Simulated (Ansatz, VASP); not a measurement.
Two plane-wave programs on Zn

```
Zn
1.0
    -1.52714    1.56173    1.52690
     1.48647   -1.65878    1.58329
     1.56585    1.69749   -1.62395
Zn
1
Direct
  0.01976 0.99531 0.01093
```

Change from the starting cell: cell strained at random at fixed volume.

Alike in both runs: task single point; functional PBE; k mesh 12 × 12 × 12; occupations fermi-dirac, width 0.05 eV; no spin polarisation.

```csv
,VASP,Ansatz
version,VASP 6.6.1,Ansatz 0.2.0
potentials or method,"VASP PAW PBE potentials, release 64 (Zn)",Ansatz PAW
plane-wave cutoff (eV),520,420
valence electrons in the cell,12,12
```

Ansatz gave:

* gap on the k mesh at the Fermi level (eV): none
* pressure (GPa): -0.1
* largest component of the traceless stress (GPa): 1.23

Which values does VASP return?

gap on the k mesh at the Fermi level (eV): none; pressure (GPa): 0.2; largest component of the traceless stress (GPa): 1.18.

A gap of «none» marks a metal or a gap that the smearing closes.
